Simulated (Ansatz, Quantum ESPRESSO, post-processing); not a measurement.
# LiF(001): dielectric constant from slabs in a field, part 5 of 7

Wanted: electronic and ionic screening from finite-field slabs, the first being LiF(001), 5 layers.

Quantum ESPRESSO 7.5; plane-wave DFT, PBE, GBRV ultrasoft pseudopotentials; geometry by Ansatz 0.2.0 with PAW datasets.

So far. Step 6 (Electrostatic potential, 5 layers): The slope in the vacuum is 0.100 eV/Å for an applied 0.10 V/Å, as it should be. Step 7 (Clamped-ion dielectric constant from the field inside …): ε = 0.1000 / 0.0490 = 2.04.

## (10) Relaxation with pw.x, 5 layers: ions relaxed in a field of 0.1 V/Å

Then it is relaxed in the field: cations and anions move against each other.

n5.r1.in

```
&control
  prefix = 'n5.r1'
  outdir = './out'
  pseudo_dir = './pseudo'
  nstep = 30
  forc_conv_thr = 5e-05
  calculation = 'relax'
  tefield = .true.
  dipfield = .true.
  etot_conv_thr = 1e-07
/
&system
  ibrav = 0
  nat = 10
  ntyp = 2
  ecutwfc = 40
  ecutrho = 200
  occupations = 'fixed'
  edir = 3
  emaxpos = 0.97
  eopreg = 0.04
  eamp = 0.00194469
/
&electrons
  conv_thr = 1e-10
  mixing_beta = 0.5
  electron_maxstep = 120
/
&ions
/
ATOMIC_SPECIES
  Li  6.9400  li_pbe_v1.4.uspp.F.UPF
  F   18.9984  f_pbe_v1.4.uspp.F.UPF
CELL_PARAMETERS angstrom
  2.87792459940000 0.00000000000000 0.00000000000000
  0.00000000000000 2.87792459940000 0.00000000000000
  0.00000000000000 0.00000000000000 24.14000000000000
ATOMIC_POSITIONS crystal
  Li  -0.000000000000 0.000000000000 0.333648074731
  F   0.500000000000 0.500000000000 0.330800501040
  Li  0.500000000000 0.500000000000 0.415377996905
  F   -0.000000000000 0.000000000000 0.415887482299
  Li  0.000000000000 0.000000000000 0.499999995967
  F   0.500000000000 0.500000000000 0.500000003334
  Li  0.500000000000 0.500000000000 0.584621995098
  F   -0.000000000000 0.000000000000 0.584112523338
  Li  0.000000000000 0.000000000000 0.666351917658
  F   0.500000000000 0.500000000000 0.669199509628
K_POINTS automatic
  8 8 1 0 0 0
```

Launch:

```console
OMP_NUM_THREADS=1 mpirun -n 4 pw.x -nk 4 -in n5.r1.in > n5.r1.out
```

Numbers of over 12 decimals in the logs are rounded to 6 here.

Log:

```text
[banner, memory and clock lines left out]
Program PWSCF v.7.5 starts
[citation notice left out]

[...]
bravais-lattice index     =            0
     lattice parameter (alat)  =       5.4385  a.u.
     unit-cell volume          =    1349.2508 (a.u.)^3
     number of atoms/cell      =           10
     number of atomic types    =            2
     number of electrons       =        50.00
     number of Kohn-Sham states=           25
     kinetic-energy cutoff     =      40.0000  Ry
     charge density cutoff     =     200.0000  Ry
     scf convergence threshold =      1.0E-10
     mixing beta               =       0.5000
     number of iterations used =            8  plain     mixing
     energy convergence thresh.=      1.0E-07
     force convergence thresh. =      5.0E-05
     Exchange-correlation=  SLA  PW   PBX  PBC
                           (   1   4   3   4   0   0   0)
     nstep                     =           30

[...]
PseudoPot. # 1 for Li read from file:
     ./pseudo/li_pbe_v1.4.uspp.F.UPF
     Pseudo is Ultrasoft, Zval =  3.0
     Generated by new atomic code, or converted to UPF format
     Using radial grid of  751 points,  5 beta functions with:
                l(1) =   0
                l(2) =   0
                l(3) =   0
                l(4) =   1
                l(5) =   1
     Q(r) pseudized with 10 coefficients,  rinner =    1.150   1.150   1.150

     PseudoPot. # 2 for F  read from file:
     ./pseudo/f_pbe_v1.4.uspp.F.UPF
     Pseudo is Ultrasoft, Zval =  7.0
     Generated by new atomic code, or converted to UPF format
     Using radial grid of  799 points,  4 beta functions with:
                l(1) =   0
                l(2) =   0
                l(3) =   1
                l(4) =   1
     Q(r) pseudized with  8 coefficients,  rinner =    0.950   0.950   0.950

     atomic species   valence    mass     pseudopotential
     Li                3.00     6.94000     Li( 1.00)
     F                 7.00    18.99840     F ( 1.00)

     No symmetry found

[...]
number of k points=    34
[...]
Dense  grid:    64589 G-vectors     FFT dimensions: (  25,  25, 216)

     Smooth grid:    46059 G-vectors     FFT dimensions: (  24,  24, 192)

     Initial potential from superposition of free atoms

     starting charge      47.7463, renormalised to      50.0000

     negative rho (up, down):  3.204E-04 0.000E+00

     Adding external electric field

     Computed dipole along edir(3) :
        Dipole               -0.0000 Ry au,         -0.0000 Debye
        Dipole field         -0.0000 Ry au,

        E field amplitude [Ha a.u.]:  1.9447E-03
        Potential amp.        0.1703 Ry
        Total length         43.7933 bohr

     Starting wfcs are   45 randomized atomic wfcs

     per-process dynamical memory:    64.3 Mb

     Self-consistent Calculation

     iteration #  1     ecut=    40.00 Ry     beta= 0.50
     Davidson diagonalization with overlap
     ethr =  1.00E-02,  avg # of iterations =  1.7

     Threshold (ethr) on eigenvalues was too large:
     Diagonalizing with lowered threshold

     Davidson diagonalization with overlap
     ethr =  3.03E-04,  avg # of iterations =  2.2

     negative rho (up, down):  8.319E-05 0.000E+00

     Adding external electric field

     Computed dipole along edir(3) :
        Dipole                0.0486 Ry au,          0.1236 Debye
        Dipole field          0.0005 Ry au,

        E field amplitude [Ha a.u.]:  1.9447E-03
        Potential amp.        0.1306 Ry
        Total length         43.7933 bohr

     total energy              =    -316.79332419 Ry
     estimated scf accuracy    <       0.16991659 Ry

     iteration #  2     ecut=    40.00 Ry     beta= 0.50
[...]
negative rho (up, down):  8.662E-05 0.000E+00

[...]
Dipole                0.0536 Ry au,          0.1363 Debye
[...]
E field amplitude [Ha a.u.]:  1.9447E-03
[...]
total energy              =    -316.79944017 Ry
     estimated scf accuracy    <       0.02303155 Ry

     iteration #  3     ecut=    40.00 Ry     beta= 0.50
[...]
negative rho (up, down):  1.710E-04 0.000E+00

[...]
Dipole                0.0498 Ry au,          0.1267 Debye
[...]
E field amplitude [Ha a.u.]:  1.9447E-03
[...]
total energy              =    -316.80058914 Ry
     estimated scf accuracy    <       0.00263568 Ry

     iteration #  4     ecut=    40.00 Ry     beta= 0.50
[...]
negative rho (up, down):  2.142E-04 0.000E+00

[...]
Dipole                0.0479 Ry au,          0.1218 Debye
[...]
E field amplitude [Ha a.u.]:  1.9447E-03
[...]
total energy              =    -316.80133311 Ry
     estimated scf accuracy    <       0.00017979 Ry

     iteration #  5     ecut=    40.00 Ry     beta= 0.50
[...]
negative rho (up, down):  2.435E-04 0.000E+00

[...]
Dipole                0.0473 Ry au,          0.1201 Debye
[...]
E field amplitude [Ha a.u.]:  1.9447E-03
[...]
total energy              =    -316.80140627 Ry
     estimated scf accuracy    <       0.00003654 Ry

     iteration #  6     ecut=    40.00 Ry     beta= 0.50
[...]
negative rho (up, down):  2.566E-04 0.000E+00

[...]
Dipole                0.0477 Ry au,          0.1213 Debye
[...]
E field amplitude [Ha a.u.]:  1.9447E-03
[...]
total energy              =    -316.80141517 Ry
     estimated scf accuracy    <       0.00000165 Ry

[...]
iteration # 10     ecut=    40.00 Ry     beta= 0.50
[...]
negative rho (up, down):  2.667E-04 0.000E+00

[...]
Dipole                0.0477 Ry au,          0.1213 Debye
[...]
E field amplitude [Ha a.u.]:  1.9447E-03
[...]
Dipole                0.0477 Ry au,          0.1214 Debye
[...]
E field amplitude [Ha a.u.]:  1.9447E-03
[...]
total energy              =    -316.80141611 Ry
     estimated scf accuracy    <          1.1E-10 Ry

     iteration # 13     ecut=    40.00 Ry     beta= 0.50
[...]
negative rho (up, down):  2.673E-04 0.000E+00

[...]
Dipole                0.0477 Ry au,          0.1214 Debye
[...]
E field amplitude [Ha a.u.]:  1.9447E-03
[...]
End of self-consistent calculation

          k = 0.0000 0.0000 0.0000 (  5835 PWs)   bands (ev):

   -45.4931 -45.2860 -45.1671 -45.1178 -45.0727 -24.1540 -23.9433 -23.6662
   -23.5281 -23.1647  -6.9106  -6.2169  -5.3268  -5.1764  -5.1764  -4.9007
    -4.9007  -4.6927  -4.5546  -4.5546  -4.3769  -4.3769  -4.2971  -4.0649
    -4.0649

          k = 0.0000 0.1250 0.0000 (  5817 PWs)   bands (ev):

   -45.4903 -45.2833 -45.1642 -45.1143 -45.0715 -24.1221 -23.9190 -23.6567
   -23.5226 -23.1539  -6.8073  -6.1968  -5.5225  -5.3012  -5.1143  -4.9705
    -4.8890  -4.8502  -4.6400  -4.5214  -4.4824  -4.3615  -4.3318  -4.1798
    -4.0418

[...]
highest occupied level (ev):    -3.9052

!    total energy              =    -316.80141611 Ry
     estimated scf accuracy    <          1.5E-12 Ry

     The total energy is the sum of the following terms:
     one-electron contribution =   -2907.23396551 Ry
     hartree contribution      =    1464.35204405 Ry
     xc contribution           =     -64.54071051 Ry
     ewald contribution        =    1190.62138033 Ry
     electric field correction =      -0.00016446 Ry

     convergence has been achieved in  13 iterations

     Forces acting on atoms (cartesian axes, Ry/au):

     atom    1 type  1   force =     0.00000004    0.00000001    0.00186045
     atom    2 type  2   force =    -0.00000002    0.00000000   -0.00157953
     atom    3 type  1   force =     0.00000001   -0.00000000    0.00218851
     atom    4 type  2   force =     0.00000003   -0.00000000   -0.00193721
     atom    5 type  1   force =     0.00000000   -0.00000001    0.00200694
     atom    6 type  2   force =    -0.00000003    0.00000004   -0.00200960
     atom    7 type  1   force =     0.00000001    0.00000000    0.00182012
     atom    8 type  2   force =    -0.00000002   -0.00000003   -0.00206900
     atom    9 type  1   force =    -0.00000001    0.00000000    0.00198494
     atom   10 type  2   force =    -0.00000001   -0.00000001   -0.00226562

     Total force =     0.006264     Total SCF correction =     0.000005

     BFGS Geometry Optimization
     Energy error            =      3.9E-05 Ry
     Gradient error          =      2.3E-03 Ry/Bohr

     number of scf cycles    =   1
     number of bfgs steps    =   0

     energy             new  =    -316.8014161092 Ry

     new trust radius        =       0.0022656230 bohr
     new conv_thr            =            1.0E-10 Ry

ATOMIC_POSITIONS (crystal)
Li               0.0000000068        0.0000000017        0.3336888579
F                0.4999999963        0.5000000000        0.3307658758
Li               0.5000000025        0.4999999994        0.4154259715
F                0.0000000046       -0.0000000008        0.4158450165
Li               0.0000000003       -0.0000000027        0.5000439905
F                0.4999999940        0.5000000070        0.4999559506
Li               0.5000000027        0.5000000006        0.5846618943
F               -0.0000000044       -0.0000000050        0.5840671683
Li              -0.0000000012        0.0000000007        0.6663954300
F                0.4999999985        0.4999999991        0.6691498445

[...]
NEW-OLD atomic charge density approx. for the potential

     negative rho (up, down):  2.673E-04 0.000E+00

     Adding external electric field

     Computed dipole along edir(3) :
        Dipole                0.0522 Ry au,          0.1326 Debye
        Dipole field          0.0005 Ry au,

        E field amplitude [Ha a.u.]:  1.9447E-03
        Potential amp.        0.1278 Ry
        Total length         43.7933 bohr

     per-process dynamical memory:    75.2 Mb

[...]
!    total energy              =    -316.80144996 Ry
[...]
Total force =     0.004558     Total SCF correction =     0.000022
[...]
number of bfgs steps    =   1
[...]
energy             new  =    -316.8014499622 Ry
[...]
new trust radius        =       0.0024921853 bohr
[...]
!    total energy              =    -316.80147337 Ry
[...]
Total force =     0.002859     Total SCF correction =     0.000011
[...]
number of bfgs steps    =   2
[...]
energy             new  =    -316.8014733692 Ry
[...]
new trust radius        =       0.0037382780 bohr
[...]
!    total energy              =    -316.80148811 Ry
[...]
Total force =     0.000761     Total SCF correction =     0.000001
[...]
number of bfgs steps    =   3
[...]
energy             new  =    -316.8014881119 Ry
[...]
new trust radius        =       0.0013486725 bohr
[...]
!    total energy              =    -316.80148908 Ry
[...]
!    total energy              =    -316.80149397 Ry
[...]
Total force =     0.000172     Total SCF correction =     0.000001
[...]
number of bfgs steps    =  17
[...]
energy             new  =    -316.8014939654 Ry
[...]
new trust radius        =       0.0005236803 bohr
[...]
Self-consistent Calculation

     iteration #  1     ecut=    40.00 Ry     beta= 0.50
     Davidson diagonalization with overlap
     ethr =  1.00E-06,  avg # of iterations =  2.0

     Threshold (ethr) on eigenvalues was too large:
     Diagonalizing with lowered threshold

     Davidson diagonalization with overlap
     ethr =  8.23E-11,  avg # of iterations =  5.2

     negative rho (up, down):  2.695E-04 0.000E+00

     Adding external electric field

     Computed dipole along edir(3) :
        Dipole                0.0850 Ry au,          0.2159 Debye
        Dipole field          0.0008 Ry au,

        E field amplitude [Ha a.u.]:  1.9447E-03
        Potential amp.        0.1010 Ry
        Total length         43.7933 bohr

     total energy              =    -316.80149403 Ry
     estimated scf accuracy    <       0.00000004 Ry

[...]
iteration #  6     ecut=    40.00 Ry     beta= 0.50
[...]
negative rho (up, down):  2.694E-04 0.000E+00

[...]
Dipole                0.0850 Ry au,          0.2160 Debye
[...]
E field amplitude [Ha a.u.]:  1.9447E-03
[...]
End of self-consistent calculation

          k = 0.0000 0.0000 0.0000 (  5835 PWs)   bands (ev):

   -45.3271 -45.2809 -45.2058 -45.1710 -45.1417 -24.1213 -23.9665 -23.6731
   -23.3816 -23.3291  -6.9037  -6.2206  -5.3207  -5.1526  -5.1526  -4.9140
    -4.9140  -4.6670  -4.5410  -4.5410  -4.3477  -4.2743  -4.2743  -4.2041
    -4.2041

          k = 0.0000 0.1250 0.0000 (  5817 PWs)   bands (ev):

   -45.3241 -45.2779 -45.2025 -45.1681 -45.1407 -24.0873 -23.9440 -23.6661
   -23.3718 -23.3203  -6.8000  -6.2004  -5.5092  -5.3008  -5.0891  -4.9586
    -4.8871  -4.8646  -4.5737  -4.5099  -4.4588  -4.3958  -4.2651  -4.2507
    -4.1875

[...]
-
```

The job ended after 5.7 min (4 MPI ranks of Arm Neoverse V2, shared host; peak memory 0.45 GiB; 23 min of CPU time).

Read from the output:

| Item | Value |
| --- | --- |
| free energy | -4310.3039 eV |
| dipole along the normal | 0.04468 e·Å |
| valence top, on the run's zero | -4.077 eV |

Against the field-free geometry the cations move by +0.0038 Å and the anions by -0.0038 Å along the field, on average.

## (11) Potential by pp.x, 5 layers

n5.r1.pot.in

```
&inputpp
  prefix = 'n5.r1'
  outdir = './out'
  filplot = 'n5.r1.pot.dat'
  plot_num = 11
/
```

Launch:

```console
OMP_NUM_THREADS=1 mpirun -n 4 pp.x -in n5.r1.pot.in > n5.r1.pot.out
```

The job ended after 0.75 s (4 MPI ranks; peak memory 0.1 GiB).

This step gave:

- slope of the potential above: 0.1000 eV/Å
- upper vacuum line continued to the top atoms, over the valence top: 7.554 eV
- slope of the potential below: 0.09998 eV/Å
- lower vacuum line continued to the bottom atoms, over the valence top: 7.715 eV

The slope in the vacuum is 0.100 eV/Å for an applied 0.10 V/Å, as it should be.

## (12) Relaxed-ion response of the slab in a field, 5 layers

Read from the output:

```
polarisability a cell      : 6.434 Å³
sheet polarisability 4πα/A : 9.761 Å
change of slope inside     : 0.01045 eV/Å
dielectric constant        : 9.573
```

Running mean over one layer period, set to zero at the slab's centre. Change of the potential energy, second field less first against z:

```csv
z (Å),"change of the potential energy, second field less first (eV)"
0.0,-0.169
0.5,-0.455
1.0,-0.592
1.5,-0.567
2.0,-0.517
2.5,-0.467
3.0,-0.417
3.5,-0.367
4.0,-0.317
4.5,-0.267
5.0,-0.217
5.5,-0.168
6.0,-0.121
6.5,-0.0844
7.0,-0.0678
7.5,-0.0367
8.0,-0.0292
8.5,-0.0252
9.0,-0.0177
9.5,-0.0229
10.0,-0.0206
10.5,-0.0156
11.0,-0.0105
11.5,-0.00511
12.0,-6.4e-4
12.5,0.00418
13.0,0.0107
13.5,0.0157
14.0,0.0209
14.5,0.0255
15.0,0.0209
15.5,0.0259
16.0,0.0318
16.5,0.0358
17.0,0.0614
17.5,0.0817
18.0,0.112
18.5,0.158
19.0,0.207
19.5,0.257
20.0,0.307
20.5,0.357
21.0,0.407
21.5,0.457
22.0,0.507
22.5,0.552
23.0,0.473
23.5,0.219
24.0,-0.0843
```

With free ions the inner slope is small and wavy, so this ratio hangs on the window of the fit and is not taken as the result.

ε = 0.1000 / 0.0104 = 9.57.

## (13) Geometry from Ansatz, 9 layers

Level of this step: plane-wave DFT, PBE, Ansatz PAW (Ansatz 0.2.0).

System of this step: LiF(001), 9 layers. The cell holds 18 atoms: 9 Li and 9 F. Cell: a = 2.878 Å, b = 2.878 Å, c = 32.280 Å, α = 90.0°, β = 90.0°, γ = 90.0°. It derives from LiF. Vacuum lies along c.

input.yaml

```yaml
crystal:
  lattice:
    - [2.8779245994, 0.0, 0.0]
    - [0.0, 2.8779245994, 0.0]
    - [0.0, 0.0, 32.28]
  atoms:
    - { symbol: Li, position: [0.0, 0.0, 0.2478314746] }
    - { symbol: F, position: [0.5, 0.5, 0.2478314746] }
    - { symbol: Li, position: [0.5, 0.5, 0.3108736059] }
    - { symbol: F, position: [0.0, 0.0, 0.3108736059] }
    - { symbol: Li, position: [0.0, 0.0, 0.3739157373] }
    - { symbol: F, position: [0.5, 0.5, 0.3739157373] }
    - { symbol: Li, position: [0.5, 0.5, 0.4369578686] }
    - { symbol: F, position: [0.0, 0.0, 0.4369578686] }
    - { symbol: Li, position: [0.0, 0.0, 0.5] }
    - { symbol: F, position: [0.5, 0.5, 0.5] }
    - { symbol: Li, position: [0.5, 0.5, 0.5630421314] }
    - { symbol: F, position: [0.0, 0.0, 0.5630421314] }
    - { symbol: Li, position: [0.0, 0.0, 0.6260842627] }
    - { symbol: F, position: [0.5, 0.5, 0.6260842627] }
    - { symbol: Li, position: [0.5, 0.5, 0.6891263941] }
    - { symbol: F, position: [0.0, 0.0, 0.6891263941] }
    - { symbol: Li, position: [0.0, 0.0, 0.7521685254] }
    - { symbol: F, position: [0.5, 0.5, 0.7521685254] }
kpoints:
  mp_grid: { grid: [8, 8, 1] }
hamiltonian:
  xc: pbe
scf:
  occupations: { method: fixed }
  convergence: { dr2_threshold: 1.0e-09 }
efield:
  axis: 3
  dipole_correction: true
  ramp_position: 0.97
  ramp_width: 0.04
relax:
  f_tol: 0.003
output:
  write_potential: true
  write_density: true
  volumetric_format: npy
```

Launch:

```console
ansatz run input.yaml --threads 4 --pin off --max-ram 8192MiB --backend cpu --events-out ev --progress --plain --runs-dir out
```

Log:

```text
[...]
Crystal: 18 atoms, lattice volume = 267.357 Å³
Basis set: ecut = 420 eV, 5191 PW (Γ), exchange–correlation on 40×40×432 points (8 copies of the dense FFT grid, shifted against one another)
Bands: 63, of which v1, the nominal top of the filled ones, is band 45 counted from 1 (44 counted from 0)
Symmetry: 8 space group operations
k-points: 15 of 64
[...]
- { symbol: F, position: [0.5, 0.5, 0.500000] }
    - { symbol: Li, position: [0.5, 0.5, 0.563019] }
    - { symbol: F, position: [0, 0.0, 0.563010] }
    - { symbol: Li, position: [0, 0.0, 0.625978] }
    - { symbol: F, position: [0.5, 0.5, 0.626044] }
    - { symbol: Li, position: [0.5, 0.5, 0.689331] }
    - { symbol: F, position: [0, 0.0, 0.688937] }
    - { symbol: Li, position: [0, 0.0, 0.750453] }
    - { symbol: F, position: [0.5, 0.5, 0.752580] }
[key lines of the parts left out:]
SCF converged after 7 iterations
Free energy (F): -9145.229539 eV
Fermi energy:    -2.812150 eV
Dipole field:    D = 0.000001 V/Å  (p = 0.000002 e·Å, saw-weighted, corrected)
Work function:   Φ+ = 7.6618 eV   Φ− = 7.6617 eV
```

Elapsed: 18 s, on 4 threads; peak memory 0.69 GiB; 69 s of CPU time.

Relaxation path:

```csv
step,energy less that of the first step (eV),largest force component (eV/Å)
1,0.0000,0.3228
2,-0.0195,0.1016
3,-0.0216,0.0326
4,-0.0220,0.0016
```

The atoms that moved most (Å):

```csv
atom,dx,dy,dz,length
Li17,0.000,0.000,-0.055,0.055
Li1,0.000,0.000,0.055,0.055
F18,0.000,0.000,0.013,0.013
F2,0.000,0.000,-0.013,0.013
Li3,0.000,0.000,-0.007,0.007
Li15,0.000,0.000,0.007,0.007
F4,0.000,0.000,0.006,0.006
F16,0.000,0.000,-0.006,0.006
```

The relaxed structure:

```cif
data_structure
_symmetry_space_group_name_H-M 'P 1'
_symmetry_Int_Tables_number 1
_cell_length_a 2.8779
_cell_length_b 2.8779
_cell_length_c 32.2800
_cell_angle_alpha 90.000
_cell_angle_beta 90.000
_cell_angle_gamma 90.000
_cell_volume 267.36
loop_
_atom_site_label
_atom_site_type_symbol
_atom_site_fract_x
_atom_site_fract_y
_atom_site_fract_z
_atom_site_occupancy
Li1 Li 0.00000 0.00000 0.24955 1
F2 F 0.50000 0.50000 0.24742 1
Li3 Li 0.50000 0.50000 0.31067 1
F4 F 0.00000 0.00000 0.31106 1
Li5 Li 0.00000 0.00000 0.37402 1
F6 F 0.50000 0.50000 0.37396 1
Li7 Li 0.50000 0.50000 0.43698 1
F8 F 0.00000 0.00000 0.43699 1
Li9 Li 0.00000 0.00000 0.50000 1
F10 F 0.50000 0.50000 0.50000 1
Li11 Li 0.50000 0.50000 0.56302 1
F12 F 0.00000 0.00000 0.56301 1
Li13 Li 0.00000 0.00000 0.62598 1
F14 F 0.50000 0.50000 0.62604 1
Li15 Li 0.50000 0.50000 0.68933 1
F16 F 0.00000 0.00000 0.68894 1
Li17 Li 0.00000 0.00000 0.75045 1
F18 F 0.50000 0.50000 0.75258 1
```

The relaxation lowers the energy by 1 meV an atom.

Numbers from this step:

- free energy: -9145.2295 eV
- gap by band count: 6.842 eV
- dipole along the normal: 2.11e-6 e·Å
- valence top, on the run's zero: -2.812 eV
- vacuum level at the upper face over the valence top of the mesh: 7.662 eV
- vacuum level at the lower face over the valence top of the mesh: 7.662 eV

(Continued in part 6 of 7.)

[Logs are printed without paths, hosts, clocks, repeated set-up lines and the standing remarks that a program may print on its own settings, such as how far it seeks lower states.]

[Hosts, paths, dates, database ids (printed as entryN), source tags and the programs' standing remarks are cut or masked in the printed files.]

[Maps of the electrostatic potential energy from Ansatz leave out the sawtooth potential of an applied field or a dipole correction, so their vacuum need not be flat; planar profiles and work functions include it.]
